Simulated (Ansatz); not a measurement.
The system is FeSi2 (Linzhiite).

```
Fe Si
1.0
     2.68400    0.00000    0.00000
     0.00000    2.68400    0.00000
     0.00000    0.00000    5.12800
Fe Si
1 2
Direct
  0.00000 0.00000 0.00000
  0.50000 0.50000 0.73000
  0.50000 0.50000 0.27000
```

```yaml
Program: Ansatz 0.2.0
Task: relaxation of cell and atoms
Functional: LDA
Potentials_or_basis: Ansatz PAW
Cutoff: "420 eV (not typed: the program's choice for these potentials)"
k_mesh: 10 × 10 × 5
Occupations: fermi-dirac, width 0.05 eV
Spin: collinear spin, ferromagnetic start
Starting_moments: "[3.0, 0.0, 0.0] μB"
Hubbard_terms: Fe d U = 4 eV
```

At the start: volume 12.31 Å³/atom.

Question: How do energy, volume and symmetry change on relaxing?

Answer: It ends after 6 steps and the volume is 11.85 Å³/atom (-3.8 %); space group P4/mmm (No. 123, to 0.05 Å); moment 0.16 μB per cell.

The path:
| step | energy change (eV) | largest force (eV/Å) | volume (Å³) |
| --- | --- | --- | --- |
| 1 | 0.0000 | 0.1122 | 36.94 |
| 2 | -0.0303 | 0.1533 | 36.05 |
| 3 | -0.0361 | 0.0207 | 35.51 |
| 4 | -0.0361 | 0.0016 | 35.54 |
| 5 | -0.0353 | 0.0013 | 35.54 |
| 6 | -0.0353 | 0.0013 | 35.54 |

Final structure:
```
Fe Si
1.0
     2.65181    0.00000    0.00000
     0.00000    2.65181    0.00000
     0.00000    0.00000    5.05388
Fe Si
1 2
Direct
  0.00000 0.00000 0.00000
  0.50000 0.50000 0.72962
  0.50000 0.50000 0.27038
```

Caveat: the magnetic or orbital state may not be the lowest; the plane-wave basis is chosen anew once the cell has moved, so the energies of steps on either side of that aren't comparable; the PAW data sets come from PBE, with cores solved anew for the run's functional, which leaves a small shift of forces and pressure; the U is typed as a test and isn't derived for this compound; the starting moments weren't kept.
